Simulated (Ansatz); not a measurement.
# Ru (P6_3/mmc) in Ansatz: notebook

The runs below take Ru through single point, relaxation of cell and atoms, with PBE, revPBE, RPBE.

Everything below comes from runs of Ansatz 0.2.0. Logs are shortened: lines on timing, memory, paths and dates and some standing lists are left out, and cuts for length are marked.

### Step 1. Starting point

Symmetry: P6_3/mmc, No. 194, hexagonal system. Conventional cell: a = 2.706 Å, b = 2.706 Å, c = 4.282 Å, α = 90.00°, β = 90.00°, γ = 120.00°. Ru (site symmetry -6m2) has 12 Ru at 2.65 to 2.71 Å as nearest neighbours.

### Step 2. Single point, PBE

input.yaml reads:

```yaml
crystal:
  lattice:
    - [2.7058, 0.0, 0.0]
    - [-1.3529, 2.3432915376, 0.0]
    - [0.0, 0.0, 4.2819]
  atoms:
    - { symbol: Ru, position: [0.6666666667, 0.3333333333, 0.75] }
    - { symbol: Ru, position: [0.3333333333, 0.6666666667, 0.25] }
kpoints:
  mp_grid: { grid: [11, 11, 6] }
scf:
  occupations: { method: gaussian, width: 0.011 }
hamiltonian:
  xc: pbe
  pseudopotentials: { kind: all_electron, lapw: { basis_error: 0.001 } }
output:
  forces: true
  stress: true
  eigenvalues: true
```

Potentials or basis: all-electron LAPW, scalar-relativistic.

On the command line:

```bash
$ ansatz run input.yaml --threads 1 --pin off --max-ram 3072MiB --backend cpu --events-out ev --progress --plain --runs-dir out
```

The program printed:

```text
Warning: RAYON_NUM_THREADS=1 ignored (pool sized by the plan → 1); use --threads N
LAPW: plane waves up to 8.587 Å⁻¹, error target 1.0e-3 eV per atom; small_component_spin mean_spin; Ru in spheres of 1.325 Å, 26 of its electrons in bands, Dirac shells [] (how accurate: hamiltonian.pseudopotentials.lapw.basis_error, Limitations)
Engine: ansatz 0.2.0, x86_64-unknown-linux-gnu
Pseudopotentials: kind: all_electron
Pseudopotential: Ru, LAPW, valence charge 26, lapw/all_electron/scalar/gaussian/Ru, Koelling and Harmon's equation, gaussian nucleus
Functional definition: PBE
  parameter kappa = 0.804
  parameter beta = 0.06672455060314922
  exchange = pbe_x(kappa = kappa, mu = beta*pi^2/3)
  correlation = pbe_c(beta = beta)
Crystal: 2 atoms, lattice volume = 27.149 Å³
Basis set: ecut = 280.95858530007894 eV, 299 PW (Γ), exchange–correlation at level 2
Bands: 32, of which v1, the nominal top of the filled ones, is band 26 counted from 1 (25 counted from 0)
Symmetry: 24 space group operations
Space group: P63/mmc (ITA 194), of the structure as read, at distance tolerance 3.0e-5 Å
k-points: 64 of 726
Non-local potential: Ru, projectors of the file, none
Initial density: superposition of atomic densities (chi_scale 0.1, normalization cell)
Initial wavefunctions: plane waves of lowest kinetic energy (no species holds an atomic orbital)
Functional: x = pbe(κ = 0.804, μ = 0.2195149727645171), c = pbe(β = 0.06672455060314922)
iter 1 solved again at ethr=6.19e-4 eV; its pass at ethr=1.00e-1 eV (dr2=3.22e-1 eV) is discarded
SCF iter   1: F=—  HF=-246591.557784 eV  |F-HF|=—  |Δ(HF+E_count)|=         —  Δρ=4.91e-2  dr2=3.23e-1  ethr=6.19e-4  ⟨swp⟩=2.5  Hψ=13232  notcnv=0
preconditioner: auto → none  [insulator: Δε(μ)=0.074 eV  Ē_g=9.244 eV  σ=0.011 eV  W_gap=0.62  n_scr=10 (ndim 8)  ℏωp=28.5 eV  f_vac=0.000  D(μ)=3.94/eV (n_scr^D=54)  ε∞_Penn≈10.5]
iter 2 solved again at ethr=9.95e-6 eV; its pass at ethr=6.19e-4 eV (dr2=5.17e-3 eV) is discarded
SCF iter   2: F=—  HF=-246590.413273 eV  |F-HF|=—  |Δ(HF+E_count)|=    1.14e0  Δρ=5.26e-3  dr2=5.18e-3  ethr=9.95e-6  ⟨swp⟩=2.1  Hψ=10910  notcnv=0
SCF iter   3: F=—  HF=-246590.353775 eV  |F-HF|=—  |Δ(HF+E_count)|=   5.95e-2  Δρ=5.76e-3  dr2=3.71e-3  ethr=9.95e-6  ⟨swp⟩=2.6  Hψ=6407  notcnv=0
SCF iter   4: F=—  HF=-246590.351566 eV  |F-HF|=—  |Δ(HF+E_count)|=   2.21e-3  Δρ=9.61e-4  dr2=1.62e-4  ethr=7.14e-6  ⟨swp⟩=2.0  Hψ=6217  notcnv=0
SCF iter   5: F=—  HF=-246590.351443 eV  |F-HF|=—  |Δ(HF+E_count)|=   1.23e-4  Δρ=2.20e-4  dr2=4.16e-6  ethr=3.11e-7  ⟨swp⟩=2.0  Hψ=5961  notcnv=0
SCF iter   6: F=—  HF=-246590.351448 eV  |F-HF|=—  |Δ(HF+E_count)|=   4.90e-6  Δρ=5.63e-5  dr2=2.87e-7  ethr=8.01e-9  ⟨swp⟩=2.5  Hψ=6037  notcnv=0
SCF iter   7: F=—  HF=-246590.351448 eV  |F-HF|=—  |Δ(HF+E_count)|=   3.67e-7  Δρ=1.29e-5  dr2=3.18e-8  ethr=5.52e-10  ⟨swp⟩=3.0  Hψ=6192  notcnv=0
SCF iter   8: F=-246590.351448 eV  HF=-246590.351448 eV  |F-HF|=4.66e-9  |Δ(HF+E_count)|=   4.63e-8  Δρ=2.50e-6  dr2=1.17e-9  ethr=6.11e-11  ⟨swp⟩=2.0  Hψ=5960  notcnv=0
SCF 1 converged in 8 iterations: F = -246590.351448 eV  dr2 = 1.17e-9
SCF converged after 8 iterations
Free energy (F): -246590.351448 eV
Harris-Foulkes:  -246590.351448 eV  (|F-HF|=4.66e-9)
Internal energy: -246590.350899 eV  (E = F + TS)
E sigma→0 (E₀):  -246590.351173 eV
Entropy (-TS):   -0.000549 eV (-0.275 meV/atom)
Fermi energy:    25.720372 eV
--- Per-component energies (eV) ---
  E_band       = -4914.345949
  E_kinetic    = 256425.812655
  E_xc         = -7283.190059
  E_electrostatic = -495732.973495  (all electrons and nuclei)
  E_smearing   = -0.000549  (= −TS)
  E_closure    = 0.000000  (closes the sum)
  E_atoms      = -246571.887780  (free atoms, spherical and without spin; not in F)
  Σ components = -246590.351448   (vs F -246590.351448, Δ=0.00e0)
  Basis errors (estimates in eV, not in F): energy 2.0e-4 per atom: plane waves 1.9e-4 (9.7e-5 summed), levels above the bands 0.0e0, relativity 6.7e-8, radial functions 1.2e-5, core shells 1.3e-6; eigenvalues (radial functions only) 1.6e-6; not estimated: angular momenta, meshes, grids; target (lapw.basis_error) 1.0e-3; muffin-tin radii Ru 1.325 Å
--- Forces (eV/Å), atoms counted from 1 ---
  atom   1  Ru    -0.00000000     0.00000000    -0.00000000
  atom   2  Ru    -0.00000000    -0.00000000     0.00000000
  max |Σ_I F_I| component: 2.78e-17 eV/Å
--- Stress (GPa, compression-positive) ---
        4.397905      -0.000000      -0.000000
       -0.000000       4.397905      -0.000000
       -0.000000      -0.000000       4.521403
  P = ⅓ Tr σ = 4.4391 GPa (44.391 kbar)
--- Band table (eV; the first three rows and the last of 64) ---
  k-point 0: bands = ["-244.0220", "-244.0220", "-244.0136", "-244.0136", "-244.0135", "-244.0135", "-244.0090", "-244.0090", "-244.0090", "-244.0090", "-47.3600", "-47.1552", "-17.8487", "-16.9126", "-16.9126", "-16.7419", "-16.7419", "-16.7005", "17.7821", "19.5659", "23.1746", "23.1746", "23.3496", "23.8566", "23.8566", "24.3814", "24.3814", "26.9570", "26.9570", "27.0551", "36.0803", "40.5666"]
  k-point 1: bands = ["-244.0220", "-244.0220", "-244.0136", "-244.0136", "-244.0135", "-244.0135", "-244.0090", "-244.0090", "-244.0090", "-244.0090", "-47.3465", "-47.1691", "-17.7751", "-16.9012", "-16.9012", "-16.7811", "-16.7535", "-16.7535", "18.0892", "19.6652", "23.0233", "23.0233", "23.2011", "23.6824", "23.6824", "24.7745", "24.7745", "26.0995", "26.9638", "26.9638", "37.3535", "40.0699"]
  k-point 2: bands = ["-244.0220", "-244.0220", "-244.0136", "-244.0136", "-244.0135", "-244.0135", "-244.0090", "-244.0090", "-244.0090", "-244.0090", "-47.3094", "-47.2070", "-17.5718", "-16.9983", "-16.8702", "-16.8702", "-16.7849", "-16.7849", "18.8957", "19.8566", "22.9019", "22.9019", "22.9118", "23.3172", "23.3172", "24.3104", "25.5529", "25.5529", "26.8141", "26.8141", "39.7636", "39.9250"]
  k-point 63: bands = ["-244.0220", "-244.0220", "-244.0136", "-244.0136", "-244.0136", "-244.0136", "-244.0090", "-244.0090", "-244.0090", "-244.0090", "-47.1401", "-47.1401", "-17.6230", "-17.6230", "-17.3160", "-17.3160", "-16.9005", "-16.9005", "20.8823", "20.8823", "21.7843", "21.7843", "23.0480", "23.0480", "24.6742", "24.6742", "27.0547", "27.0547", "33.5278", "33.5278", "36.6327", "36.6327"]
```

Run time: 18 s. Hardware: 1 thread of Intel Xeon Platinum 8259CL at 2.50GHz (Skylake/Cascade Lake), shared host; peak memory 0.41 GiB.

Results:

* Free energy: -246590.3514 eV
* Pressure: 4.4 GPa
* Band gap on the k mesh: none (metal or under the smearing width)

Stress tensor (GPa, compression positive):
```
4.40 0.00 0.00
0.00 4.40 0.00
0.00 0.00 4.52
```

### Step 3. Relaxation of cell and atoms, revPBE

input.yaml: that of step 2 with these lines changed.

```diff
@@ -11,5 +11,5 @@
 scf:
-  occupations: { method: gaussian, width: 0.011 }
+  occupations: { method: fermi_dirac, width: 0.05 }
 hamiltonian:
-  xc: pbe
+  xc: revpbe
   pseudopotentials: { kind: all_electron, lapw: { basis_error: 0.001 } }
@@ -18,2 +18,5 @@
   stress: true
-  eigenvalues: true
+relax:
+  f_tol: 0.02
+  max_steps: 60
+  cell: {}
```

Potentials or basis: all-electron LAPW, scalar-relativistic.

On the command line:

```bash
$ ansatz run input.yaml --threads 1 --pin off --max-ram 3072MiB --backend cpu --events-out ev --progress --plain --runs-dir out
```

Run time: 77 s. Hardware: 1 thread of Intel Xeon Platinum 8259CL at 2.50GHz (Skylake/Cascade Lake), shared host; peak memory 0.47 GiB.

It converged, with:

| Quantity | Value |
| --- | --- |
| Free energy | -246600.7458 eV |
| Relaxed volume | 13.91 Å³/atom |
| Relaxed cell | a = 2.729 Å, b = 2.729 Å, c = 4.313 Å, α = 90.00°, β = 90.00°, γ = 120.00° |
| Space group after relaxing (to 0.05 Å) | P6_3/mmc (No. 194) |
| Energy gained by relaxing | 7.7 meV/atom |
| Ionic steps | 5 |
| Pressure after relaxing | 0.0 GPa |

The path:
| step | energy change (eV) | largest force (eV/Å) | volume (Å³) |
| --- | --- | --- | --- |
| 1 | 0.0000 | 0.0000 | 27.15 |
| 2 | -0.0002 | 0.0000 | 28.50 |
| 3 | -0.0154 | 0.0000 | 27.84 |
| 4 | -0.0155 | 0.0000 | 27.81 |
| 5 | -0.0155 | 0.0000 | 27.81 |

Final structure:
```
Ru
1.0
     2.72862    0.00000    0.00000
    -1.36431    2.36305    0.00000
     0.00000    0.00000    4.31313
Ru
2
Direct
  0.66667 0.33333 0.75000
  0.33333 0.66667 0.25000
```

revPBE gives volumes clearly too large for solids. Zero-point motion and thermal expansion aren't in these numbers.

### Step 4. Relaxation of cell and atoms, RPBE

input.yaml: that of step 3 with these lines changed.

```diff
@@ -13,3 +13,3 @@
 hamiltonian:
-  xc: revpbe
+  xc: rpbe
   pseudopotentials: { kind: all_electron, lapw: { basis_error: 0.001 } }
@@ -19,3 +19,3 @@
 relax:
-  f_tol: 0.02
+  f_tol: 0.01
   max_steps: 60
```

Potentials or basis: all-electron LAPW, scalar-relativistic.

On the command line:

```bash
$ ansatz run input.yaml --threads 1 --pin off --max-ram 3072MiB --backend cpu --events-out ev --progress --plain --runs-dir out
```

The program printed:

```text
Warning: RAYON_NUM_THREADS=1 ignored (pool sized by the plan → 1); use --threads N
The last accepted step is kept in <dir> (removed where the run ends without a failure and the disk answers)
LAPW: plane waves up to 8.877 Å⁻¹, error target 1.0e-3 eV per atom; small_component_spin mean_spin; Ru in spheres of 1.285 Å, 32 of its electrons in bands, Dirac shells [] (how accurate: hamiltonian.pseudopotentials.lapw.basis_error, Limitations)
[... 2 set-up lines as earlier in the session ...]
Pseudopotential: Ru, LAPW, valence charge 32, lapw/all_electron/scalar/gaussian/Ru, Koelling and Harmon's equation, gaussian nucleus
Functional definition: RPBE
[... 2 set-up lines as earlier in the session ...]
  exchange = rpbe_x(kappa = kappa, mu = beta*pi^2/3)
[... 1 set-up line as earlier in the session ...]
Crystal: 2 atoms, lattice volume = 27.149 Å³
Basis set: ecut = 300.222634868132 eV, 313 PW (Γ), exchange–correlation at level 2
Bands: 39, of which v1, the nominal top of the filled ones, is band 32 counted from 1 (31 counted from 0)
[... 1 set-up line as earlier in the session ...]
[... 68 lines left out ...]
Fermi energy:    24.917775 eV
--- Per-component energies (eV) ---
  E_band       = -9977.153248
  E_kinetic    = 256440.273197
  E_xc         = -7297.249471
  E_electrostatic = -495747.960005  (all electrons and nuclei)
  E_smearing   = -0.017485  (= −TS)
  E_closure    = 0.000000  (closes the sum)
  E_atoms      = -246587.764437  (free atoms, spherical and without spin; not in F)
  Σ components = -246604.953764   (vs F -246604.953764, Δ=0.00e0)
  Basis errors (estimates in eV, not in F): energy 2.2e-4 per atom: plane waves 2.1e-4 (1.1e-4 summed), levels above the bands 6.0e-101, relativity 8.4e-8, radial functions 1.1e-5, core shells 9.1e-8; eigenvalues (radial functions only) 2.1e-6; not estimated: angular momenta, meshes, grids; target (lapw.basis_error) 1.0e-3; muffin-tin radii Ru 1.298 Å
--- Forces (eV/Å), atoms counted from 1 ---
  atom   1  Ru     0.00000000    -0.00000000    -0.00000000
  atom   2  Ru     0.00000000     0.00000000     0.00000000
  max |Σ_I F_I| component: 2.78e-17 eV/Å
--- Stress (GPa, compression-positive) ---
        0.025581       0.000000       0.000000
        0.000000       0.025581       0.000000
        0.000000       0.000000       0.031297
  P = ⅓ Tr σ = 0.0275 GPa (0.275 kbar)
--- Relaxed structure (4 steps of the walk, 4 accepted, 1 SCFs on fresh bases) ---
  F+E_penalty+E_count = -246604.95376386 eV   max|allowed force component| = 3.701e-17 eV/Å   (the final SCF, on the basis selected at the relaxed cell)
  cell:  # Å, volume = 27.9237 Å³
    - [2.7323864226573, -2.3118273765533e-34, 9.2473095062132e-34]
    - [-1.36619321132865, 2.3663160549769056, 7.991948794589827e-19]
    - [1.4633769892200381e-33, 1.4603699537487188e-18, 4.318750325169009]
  atoms:
    - { symbol: Ru, position: [0.6666666666666665, 0.33333333333333337, 0.75] }
    - { symbol: Ru, position: [0.33333333333333337, 0.6666666666666667, 0.25] }
```

Run time: 75 s. Hardware: 1 thread of Intel Xeon Platinum 8259CL at 2.50GHz (Skylake/Cascade Lake), shared host; peak memory 0.48 GiB.

Results:

```yaml
Free_energy: -246604.9538 eV
Relaxed_volume: 13.96 Å³/atom
Relaxed_cell: a = 2.732 Å, b = 2.732 Å, c = 4.319 Å, α = 90.00°, β = 90.00°, γ = 120.00°
Space_group_after_relaxing_to_0.05_Å: P6_3/mmc (No. 194)
Energy_gained_by_relaxing: 10.5 meV/atom
Ionic_steps: 5
Pressure_after_relaxing: 0.0 GPa
```

Step by step:
| step | energy change (eV) | largest force (eV/Å) | volume (Å³) |
| --- | --- | --- | --- |
| 1 | 0.0000 | 0.0000 | 27.15 |
| 2 | -0.0011 | 0.0000 | 28.73 |
| 3 | -0.0209 | 0.0000 | 27.97 |
| 4 | -0.0210 | 0.0000 | 27.92 |
| 5 | -0.0210 | 0.0000 | 27.92 |

Final structure:
```
Ru
1.0
     2.73239    0.00000    0.00000
    -1.36619    2.36632    0.00000
     0.00000    0.00000    4.31875
Ru
2
Cartesian
  1.3662 0.7888 3.2391
  0.0000 1.5775 1.0797
```

### Step 5. Overview

| task | level | cell | cutoff (eV) | smearing | pressure (GPa) | relaxed volume (Å³/atom) |
| --- | --- | --- | --- | --- | --- | --- |
| single point | PBE | as given | 281 | gaussian 0.011 eV | 4.4 | - |
| relaxation of cell and atoms | revPBE | relaxed | - | fermi-dirac 0.05 eV | 0.0 | 13.91 |
| relaxation of cell and atoms | RPBE | relaxed | - | fermi-dirac 0.05 eV | 0.0 | 13.96 |

Alike in all rows: potentials or basis all-electron LAPW, scalar-relativistic; no spin polarisation; k mesh 11 × 11 × 6; basis error allowed 0.001 eV/atom.

Compare energies only between runs with the same functional and basis.
